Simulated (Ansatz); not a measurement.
Crystal: InPd.

```
CELL_PARAMETERS angstrom
0.00000 2.74607 2.74607
2.74607 0.00000 2.74607
2.74607 2.74607 0.00000
ATOMIC_POSITIONS crystal
In 0.00000 0.00000 0.00000
Pd 0.50000 0.50000 0.50000
```

The cell was built by a generator and needn't be a form met in nature.

| Item | Value |
| --- | --- |
| Program | Ansatz 0.2.0 |
| Task | relaxation of cell and atoms |
| Functional | r2SCAN |
| Dispersion | D4 |
| Potentials or basis | Ansatz PAW |
| Cutoff | 500 eV (not typed: the program's choice for these potentials) |
| k mesh | 8 × 8 × 8 |
| Occupations | fermi-dirac, width 0.05 eV |
| Spin | no spin polarisation |

At the start: volume 20.71 Å³/atom.

Where does the relaxation end?

It ends after 5 steps and the volume is 19.84 Å³/atom (-4.2 %); space group Fm-3m (No. 225, to 0.05 Å).

Step by step:
| step | energy change (eV) | largest force (eV/Å) | volume (Å³) |
| --- | --- | --- | --- |
| 1 | 0.0000 | 0.0000 | 41.42 |
| 2 | -0.0051 | 0.0000 | 38.19 |
| 3 | -0.0231 | 0.0000 | 39.81 |
| 4 | -0.0233 | 0.0000 | 39.69 |
| 5 | -0.0222 | 0.0000 | 39.69 |

Final structure:
```
In Pd
1.0
     0.00000    2.70734    2.70734
     2.70734    0.00000    2.70734
     2.70734    2.70734    0.00000
In Pd
1 1
Direct
  0.00000 0.00000 0.00000
  0.50000 0.50000 0.50000
```

Caveat: the plane-wave basis is chosen anew once the cell has moved, so the energies of steps on either side of that aren't comparable; pairwise dispersion overbinds metals, which lowers pressure and volume; the PAW data sets come from PBE, with cores solved anew for the run's functional, which leaves a small shift of forces and pressure.
